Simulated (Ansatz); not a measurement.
# Sb (R-3m) in Ansatz: elastic constants with LDA

Aim: the elastic constants of Sb with LDA.

Everything below comes from runs of Ansatz 0.2.0. Logs are shortened: lines on timing, memory, paths and dates and some standing lists are left out, and cuts for length are marked.

### 1 The structure

The structure is trigonal, space group R-3m (No. 166). The conventional cell has a = 4.308 Å, b = 4.308 Å, c = 11.274 Å, α = 90.00°, β = 90.00°, γ = 120.00°. Sb (site symmetry 3m) is surrounded by 3 Sb at 2.91 Å.

### 2 Elastic constants, LDA

input.yaml reads:

```yaml
crystal:
  lattice:
    - [2.1542, 1.2437279499, 3.758]
    - [-2.1542, 1.2437279499, 3.758]
    - [0.0, -2.4874558998, 3.758]
  atoms:
    - { symbol: Sb, position: [0.76651, 0.76651, 0.76651] }
    - { symbol: Sb, position: [0.23349, 0.23349, 0.23349] }
kpoints:
  mp_grid: { grid: [6, 6, 6] }
scf:
  occupations: { method: fermi_dirac, width: 0.05 }
hamiltonian:
  xc: lda
  pseudopotentials: { kind: all_electron, lapw: { basis_error: 0.001 } }
output:
  forces: true
  stress: true
elastic:
  mode: clamped_ion
  stencil: two_point
```

Potentials or basis: all-electron LAPW, scalar-relativistic.

Started as:

```sh
$ ansatz run input.yaml --threads 1 --pin off --max-ram 3072MiB --backend cpu --events-out ev --progress --plain --runs-dir out
```

The program printed:

```text
Warning: RAYON_NUM_THREADS=1 ignored (pool sized by the plan → 1); use --threads N
LAPW: plane waves up to 8.088 Å⁻¹, error target 1.0e-3 eV per atom; small_component_spin mean_spin; Sb in spheres of 1.410 Å, 23 of its electrons in bands, Dirac shells [] (how accurate: hamiltonian.pseudopotentials.lapw.basis_error, Limitations)
Engine: ansatz 0.2.0, x86_64-unknown-linux-gnu
Pseudopotentials: kind: all_electron
Pseudopotential: Sb, LAPW, valence charge 23, lapw/all_electron/scalar/gaussian/Sb, Koelling and Harmon's equation, gaussian nucleus
Functional definition: SPW92
  exchange = slater_x
  correlation = pw_c
Crystal: 2 atoms, lattice volume = 60.411 Å³
Basis set: ecut = 249.24071032762606 eV, 549 PW (Γ), exchange–correlation at level 2
Bands: 28, of which v1, the nominal top of the filled ones, is band 23 counted from 1 (22 counted from 0)
Symmetry: 12 space group operations
Space group: R-3m (ITA 166), of the structure as read, at distance tolerance 3.9e-5 Å
k-points: 32 of 216
Non-local potential: Sb, projectors of the file, none
Initial density: superposition of atomic densities (chi_scale 0.1, normalization cell)
Initial wavefunctions: plane waves of lowest kinetic energy (no species holds an atomic orbital)
Functional: x = slater, c = lda
iter 1 solved again at ethr=1.74e-4 eV; its pass at ethr=1.00e-1 eV (dr2=7.99e-2 eV) is discarded
SCF iter   1: F=—  HF=-352439.413444 eV  |F-HF|=—  |Δ(HF+E_count)|=         —  Δρ=1.27e-2  dr2=8.15e-2  ethr=1.74e-4  ⟨swp⟩=3.0  Hψ=5938  notcnv=0
preconditioner: auto → none  [insulator: Δε(μ)=0.242 eV  Ē_g=9.516 eV  σ=0.050 eV  W_gap=0.52  n_scr=14 (ndim 8)  ℏωp=15.1 eV  f_vac=0.017  D(μ)=0.32/eV (n_scr^D=0)  ε∞_Penn≈3.5]
SCF iter   2: F=—  HF=-352439.392817 eV  |F-HF|=—  |Δ(HF+E_count)|=   2.06e-2  Δρ=5.90e-3  dr2=1.71e-2  ethr=1.74e-4  ⟨swp⟩=2.0  Hψ=2512  notcnv=0
iter 3 solved again at ethr=1.62e-7 eV; its pass at ethr=3.73e-5 eV (dr2=7.46e-5 eV) is discarded
SCF iter   3: F=—  HF=-352439.389220 eV  |F-HF|=—  |Δ(HF+E_count)|=   3.60e-3  Δρ=4.12e-4  dr2=7.44e-5  ethr=1.62e-7  ⟨swp⟩=2.2  Hψ=4357  notcnv=0
SCF iter   4: F=—  HF=-352439.388823 eV  |F-HF|=—  |Δ(HF+E_count)|=   3.97e-4  Δρ=9.63e-5  dr2=4.31e-6  ethr=1.62e-7  ⟨swp⟩=2.2  Hψ=2521  notcnv=0
SCF iter   5: F=—  HF=-352439.388822 eV  |F-HF|=—  |Δ(HF+E_count)|=   9.10e-7  Δρ=1.60e-5  dr2=2.46e-7  ethr=9.37e-9  ⟨swp⟩=2.9  Hψ=2576  notcnv=0
SCF iter   6: F=—  HF=-352439.388822 eV  |F-HF|=—  |Δ(HF+E_count)|=   7.57e-8  Δρ=6.23e-6  dr2=4.05e-8  ethr=5.35e-10  ⟨swp⟩=2.9  Hψ=2590  notcnv=0
SCF iter   7: F=—  HF=-352439.388822 eV  |F-HF|=—  |Δ(HF+E_count)|=   2.22e-8  Δρ=1.35e-6  dr2=1.51e-9  ethr=8.80e-11  ⟨swp⟩=2.1  Hψ=2516  notcnv=0
SCF iter   8: F=—  HF=-352439.388822 eV  |F-HF|=—  |Δ(HF+E_count)|=  5.24e-10  Δρ=1.62e-7  dr2=1.89e-11  ethr=3.27e-12  ⟨swp⟩=2.8  Hψ=2564  notcnv=0
SCF iter   9: F=-352439.388822 eV  HF=-352439.388822 eV  |F-HF|=1.16e-10  |Δ(HF+E_count)|=  4.07e-10  Δρ=1.01e-8  dr2=9.78e-14  ethr=2.51e-12 (applied; sched 1.00e-12)  ⟨swp⟩=2.0  Hψ=2513  notcnv=0
SCF 1 converged in 9 iterations: F = -352439.388822 eV  dr2 = 9.78e-14
Crystal: 2 atoms, lattice volume = 60.291 Å³
Basis set: ecut = 249.573586129438 eV, 549 PW (Γ), exchange–correlation at level 2
Symmetry: 4 space group operations
k-points: 68 of 216
Initial density: handed on by an earlier stage of this run
Initial wavefunctions: plane waves of lowest kinetic energy (no species holds an atomic orbital; no wavefunctions were taken with the density)
iter 1 solved again at ethr=3.72e-8 eV; its pass at ethr=1.00e-1 eV (dr2=1.71e-5 eV) is discarded
SCF iter   1: F=—  HF=-352439.389526 eV  |F-HF|=—  |Δ(HF+E_count)|=         —  Δρ=6.43e-5  dr2=3.96e-6  ethr=3.72e-8  ⟨swp⟩=5.5  Hψ=16724  notcnv=0
preconditioner: auto → none  [insulator: Δε(μ)=0.241 eV  Ē_g=9.512 eV  σ=0.050 eV  W_gap=0.53  n_scr=14 (ndim 8)  ℏωp=15.1 eV  f_vac=0.042  D(μ)=0.34/eV (n_scr^D=0)  ε∞_Penn≈3.5]
iter 2 solved again at ethr=7.55e-10 eV; its pass at ethr=8.61e-9 eV (dr2=3.47e-7 eV) is discarded
SCF iter   2: F=—  HF=-352439.389525 eV  |F-HF|=—  |Δ(HF+E_count)|=   1.37e-6  Δρ=2.24e-5  dr2=3.46e-7  ethr=7.55e-10  ⟨swp⟩=2.0  Hψ=9301  notcnv=0
SCF iter   3: F=—  HF=-352439.389525 eV  |F-HF|=—  |Δ(HF+E_count)|=   8.12e-8  Δρ=6.52e-6  dr2=4.18e-8  ethr=7.53e-10  ⟨swp⟩=2.8  Hψ=5409  notcnv=0
SCF iter   4: F=—  HF=-352439.389525 eV  |F-HF|=—  |Δ(HF+E_count)|=   9.02e-9  Δρ=1.71e-6  dr2=1.68e-9  ethr=9.10e-11  ⟨swp⟩=2.2  Hψ=5345  notcnv=0
[... 52 lines left out ...]
iter 1 solved again at ethr=4.52e-8 eV; its pass at ethr=1.00e-1 eV (dr2=2.08e-5 eV) is discarded
SCF iter   1: F=—  HF=-352439.388786 eV  |F-HF|=—  |Δ(HF+E_count)|=         —  Δρ=7.37e-5  dr2=4.84e-6  ethr=4.52e-8  ⟨swp⟩=5.4  Hψ=16571  notcnv=0
preconditioner: auto → none  [insulator: Δε(μ)=0.246 eV  Ē_g=9.502 eV  σ=0.050 eV  W_gap=0.51  n_scr=14 (ndim 8)  ℏωp=15.1 eV  f_vac=0.042  D(μ)=0.33/eV (n_scr^D=0)  ε∞_Penn≈3.5]
iter 2 solved again at ethr=7.92e-10 eV; its pass at ethr=1.05e-8 eV (dr2=3.64e-7 eV) is discarded
SCF iter   2: F=—  HF=-352439.388784 eV  |F-HF|=—  |Δ(HF+E_count)|=   2.11e-6  Δρ=2.25e-5  dr2=3.64e-7  ethr=7.92e-10  ⟨swp⟩=2.0  Hψ=9396  notcnv=0
SCF iter   3: F=—  HF=-352439.388784 eV  |F-HF|=—  |Δ(HF+E_count)|=   1.33e-7  Δρ=4.52e-6  dr2=1.64e-8  ethr=7.92e-10  ⟨swp⟩=3.0  Hψ=5550  notcnv=0
SCF iter   4: F=—  HF=-352439.388784 eV  |F-HF|=—  |Δ(HF+E_count)|=   5.76e-9  Δρ=1.76e-6  dr2=1.20e-9  ethr=3.57e-11  ⟨swp⟩=2.1  Hψ=5340  notcnv=0
SCF iter   5: F=—  HF=-352439.388784 eV  |F-HF|=—  |Δ(HF+E_count)|=  2.33e-10  Δρ=1.52e-7  dr2=7.81e-12  ethr=2.62e-12  ⟨swp⟩=2.4  Hψ=5361  notcnv=0
SCF iter   6: F=—  HF=-352439.388784 eV  |F-HF|=—  |Δ(HF+E_count)|=  2.33e-10  Δρ=3.20e-8  dr2=3.52e-13  ethr=2.51e-12 (applied; sched 1.00e-12)  ⟨swp⟩=2.0  Hψ=5333  notcnv=0
SCF iter   7: F=-352439.388784 eV  HF=-352439.388784 eV  |F-HF|=5.82e-11  |Δ(HF+E_count)|=  5.82e-11  Δρ=7.00e-9  dr2=1.72e-14  ethr=2.51e-12 (applied; sched 1.00e-12)  ⟨swp⟩=2.0  Hψ=5333  notcnv=0
SCF 7 converged in 7 iterations: F = -352439.388784 eV  dr2 = 1.72e-14
SCF converged after 9 iterations
Free energy (F): -352439.388822 eV
Harris-Foulkes:  -352439.388822 eV  (|F-HF|=1.16e-10)
Internal energy: -352439.386309 eV  (E = F + TS)
E sigma→0 (E₀):  -352439.387566 eV
Entropy (-TS):   -0.002514 eV (-1.257 meV/atom)
Fermi energy:    12.398023 eV
--- Per-component energies (eV) ---
  E_band       = -1809.476159
  E_kinetic    = 371330.886540
  E_xc         = -8986.529395
  E_electrostatic = -714783.743453  (all electrons and nuclei)
  E_smearing   = -0.002514  (= −TS)
  E_closure    = 0.000000  (closes the sum)
  E_atoms      = -352429.757022  (free atoms, spherical and without spin; not in F)
  Σ components = -352439.388822   (vs F -352439.388822, Δ=0.00e0)
  Basis errors (estimates in eV, not in F): energy 4.1e-4 per atom: plane waves 3.7e-4 (2.1e-4 summed), levels above the bands 2.6e-48, relativity 4.6e-9, radial functions 4.1e-5, core shells 1.2e-8; eigenvalues (radial functions only) 1.3e-7; not estimated: angular momenta, meshes, grids; target (lapw.basis_error) 1.0e-3; muffin-tin radii Sb 1.410 Å
--- Forces (eV/Å), atoms counted from 1 ---
  atom   1  Sb    -0.00000000    -0.00000000     0.07459986
  atom   2  Sb     0.00000000     0.00000000    -0.07459986
  max |Σ_I F_I| component: 4.63e-18 eV/Å
--- Stress (GPa, compression-positive) ---
       -1.040414      -0.000000       0.000000
       -0.000000      -1.040414       0.000000
        0.000000       0.000000      -1.225673
  P = ⅓ Tr σ = -1.1022 GPa (-11.022 kbar)
--- Band table (eV; the first three rows and the last of 32) ---
  k-point 0: bands = ["-131.5927", "-131.5920", "-84.7256", "-84.7256", "-84.7212", "-84.7212", "-84.7084", "-84.7052", "-16.9137", "-16.9137", "-16.8214", "-16.8214", "-16.7983", "-16.7065", "-16.7065", "-16.7021", "-16.6276", "-16.6276", "-0.3619", "7.4140", "10.3386", "10.6140", "10.6140", "14.4834", "15.0732", "15.0732", "17.6015", "17.6015"]
  k-point 1: bands = ["-131.5927", "-131.5921", "-84.7256", "-84.7254", "-84.7215", "-84.7212", "-84.7082", "-84.7054", "-16.9028", "-16.8978", "-16.8163", "-16.8124", "-16.7913", "-16.7139", "-16.7128", "-16.7079", "-16.6433", "-16.6391", "-0.0570", "6.2915", "10.3854", "10.5533", "11.0020", "14.1717", "14.3578", "14.4142", "17.0036", "17.5478"]
  k-point 2: bands = ["-131.5926", "-131.5922", "-84.7255", "-84.7249", "-84.7222", "-84.7213", "-84.7075", "-84.7058", "-16.8771", "-16.8552", "-16.8055", "-16.7888", "-16.7718", "-16.7383", "-16.7336", "-16.7172", "-16.6809", "-16.6664", "0.8384", "4.2886", "10.4606", "10.4887", "11.5299", "13.0601", "13.1449", "13.3468", "18.0853", "18.9673"]
  k-point 31: bands = ["-131.5927", "-131.5921", "-84.7253", "-84.7253", "-84.7215", "-84.7215", "-84.7080", "-84.7057", "-16.8640", "-16.8640", "-16.8029", "-16.8029", "-16.7778", "-16.7206", "-16.7202", "-16.7202", "-16.6817", "-16.6817", "1.1722", "3.3417", "11.1104", "11.1104", "11.8725", "12.5278", "12.5278", "13.4559", "19.3912", "21.4097"]
--- Elastic constants: 3 strain directions × 2 members + reference (group order 12) ---
  dense FFT box of the reference and of every strained cell: 24×24×24
  strains applied: 11, 33, 23; error gains: componentwise 1.00 (the most a stress slope's error grows in a printed constant), spectral 1.41 (1 for all six strains in a standard setting)
  C = ∂σ_k/∂η_j (tension-positive GPa; Voigt order 11 22 33 23 13 12):
       108.448     28.773     38.510    -27.680      0.000      0.000
        28.773    108.448     38.510     27.680      0.000      0.000
        38.337     38.337     70.068     -0.000      0.000      0.000
       -27.679     27.679     -0.000     52.099      0.000      0.000
        -0.000      0.000      0.000     -0.000     52.099    -27.679
        -0.000      0.000      0.000      0.000    -27.680     39.838
  reference stress σ⁰ (GPa):      1.040      1.040      1.226     -0.000      0.000      0.000
  no Pulay correction (none for the plane-wave cutoff is built on LAPW): the batch's stresses and constants are at fixed plane waves
  C* (energy form; C + prestress term) asymmetry max|C*_kj − C*_jk| = 1.291e-2 GPa — a small one proves nothing (zero by symmetry where the batch's group is 432, −43m or m−3m); a large one is finite-difference/SCF noise where every solve meets its electron count
  moduli (Voigt/Reuss/Hill, GPa): K = 55.36/53.87/54.61   G = 40.90/26.28/33.59   E = 83.62   ν = 0.245
  mechanically stable: yes (min eigenvalue of sym C = 17.62 GPa)
  where every solve meets its electron count the energy-path curvature estimates C_jj along a normal strain and C_jj − ¼(σ⁰_aa + σ⁰_bb) along a shear (ab), closely only under elastic.basis: deformed
  strain η (Voigt 11):  stress-route row diagonal C_11 = 108.45 GPa, energy-path curvature d²(F+E_count)/dδ²/Ω₀ = 108.45 GPa
         δ    σ_11 (GPa)             F (eV)   n_scf  n_hpsi   n_pw
    -2.000e-3       0.8228     -352439.3895250       7   53683    568
     2.000e-3       1.2566     -352439.3879561       8   58818    568
  strain η (Voigt 33):  stress-route row diagonal C_33 = 70.07 GPa, energy-path curvature d²(F+E_count)/dδ²/Ω₀ = 70.07 GPa
         δ    σ_33 (GPa)             F (eV)   n_scf  n_hpsi   n_pw
    -2.000e-3       1.0852     -352439.3896937       7   25137    568
     2.000e-3       1.3654     -352439.3878453       7   25158    568
  strain η (Voigt 23):  stress-route row diagonal C_44 = 52.10 GPa, energy-path curvature d²(F+E_count)/dδ²/Ω₀ = 51.53 GPa
         δ    σ_23 (GPa)             F (eV)   n_scf  n_hpsi   n_pw
    -2.000e-3      -0.1045     -352439.3887834       7   53738    568
     2.000e-3       0.1039     -352439.3887836       7   53712    568
```

Run time: 2.5 min. Hardware: 1 thread of Intel Xeon at 2.50GHz (Skylake/Cascade Lake), shared host; peak memory 0.42 GiB.

What came out:

- Free energy: -352439.3888 eV
- Pressure: -1.1 GPa
- Largest force: 0.075 eV/Å
- Band gap on the k mesh: none (metal or under the smearing width)
- Voigt bulk modulus: 55 GPa

Forces in eV/Å, atoms in the order of the input:
```
Sb   0.000  0.000  0.075
Sb   0.000  0.000 -0.075
```

Stress tensor (GPa, compression positive):
```
-1.04  0.00  0.00
 0.00 -1.04  0.00
 0.00  0.00 -1.23
```

Elastic tensor in Voigt notation (GPa, ions clamped, in the Cartesian axes of the cell as first typed):
```
108  29  39 -28   0   0
 29 108  39  28   0   0
 38  38  70   0   0   0
-28  28   0  52   0   0
  0   0   0   0  52 -28
  0   0   0   0 -28  40
```

Caveat: the k mesh is thin for a metal, which can move the energy by tens of meV per atom; elastic constants of metals need much finer meshes, so these are rough. Spin-orbit coupling is left out, which matters for the levels of Sb.
